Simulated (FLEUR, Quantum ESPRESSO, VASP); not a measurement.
**One calculation of GaN, 3 ways**

```
Ga N
1.0
     3.18000    0.00000    0.00000
    -1.59000    2.75396    0.00000
     0.00000    0.00000    5.16600
Ga N
2 2
Direct
  0.66667 0.33333 0.50000
  0.33333 0.66667 0.00000
  0.66667 0.33333 0.87500
  0.33333 0.66667 0.37500
```

Alike in all runs: task band structure; functional RPBE; k mesh 10 × 10 × 5; occupations fermi-dirac, width 0.05 eV; no spin polarisation; no spin-orbit coupling. Pressure is positive in compression and, in plane waves, holds the error of the finite cutoff. Gaps are the smaller of the mesh's and the band path's.

```json
{"program and potentials": "FLEUR, all-electron, FLAPW", "plane-wave cutoff (eV)": "-", "notes": "-", "band gap (eV)": "2.10", "pressure (GPa)": "-", "largest force (eV/Å)": "-"}
{"program and potentials": "VASP, PBE PAW files Ga_d, N, 520 eV", "plane-wave cutoff (eV)": "520", "notes": "potentials made for PBE", "band gap (eV)": "2.03", "pressure (GPa)": "11.22", "largest force (eV/Å)": "0.139"}
{"program and potentials": "Quantum ESPRESSO, PseudoDojo 0.4.1 SR PBE standard", "plane-wave cutoff (eV)": "1143", "notes": "potentials made for PBE", "band gap (eV)": "2.13", "pressure (GPa)": "11.61", "largest force (eV/Å)": "0.146"}
```

Force on atom 1 (Ga), eV/Å:

```
                            program and potentials      x      y       z
               VASP, PBE PAW files Ga_d, N, 520 eV  0.000  0.000  -0.139
Quantum ESPRESSO, PseudoDojo 0.4.1 SR PBE standard  0.000  0.000  -0.146
```

The band gap spans 2.03 (VASP, PBE PAW files Ga_d, N, 520 eV) to 2.13 eV (Quantum ESPRESSO, PseudoDojo 0.4.1 SR PBE standard), with all-electron results at 2.10. The pressure spans 11.22 (VASP, PBE PAW files Ga_d, N, 520 eV) to 11.61 GPa (Quantum ESPRESSO, PseudoDojo 0.4.1 SR PBE standard). The cell lies far from this level's equilibrium.

Differences between rows come from potentials, basis sets and numerical settings, since the functional is the same but for its coding. Runs on potential files found faulty are left out.

All three calculations place the gap of wurtzite GaN near 2.1 eV, well below the experimental value. Their close agreement points to the functional rather than the potentials: a semilocal functional lacks the derivative discontinuity of the exchange-correlation potential. Ga d states that lie too shallow probably narrow the gap further by pushing the N p valence-band top upwards through p-d repulsion.

The positive pressure fits RPBE's tendency to weaken bonds and favour larger volumes. Because the conduction-band minimum has antibonding cation-anion s character, compression normally widens the gap of GaN, so relaxing the cell would probably worsen the underestimate.

The force on Ga points away from its axial N neighbour and towards the three basal ones. This favours a longer axial bond and an internal parameter above the ideal value, as is known for GaN, where the wurtzite structure leaves this coordinate free. The forces give the direction of that relaxation, but not the relaxed bond lengths.
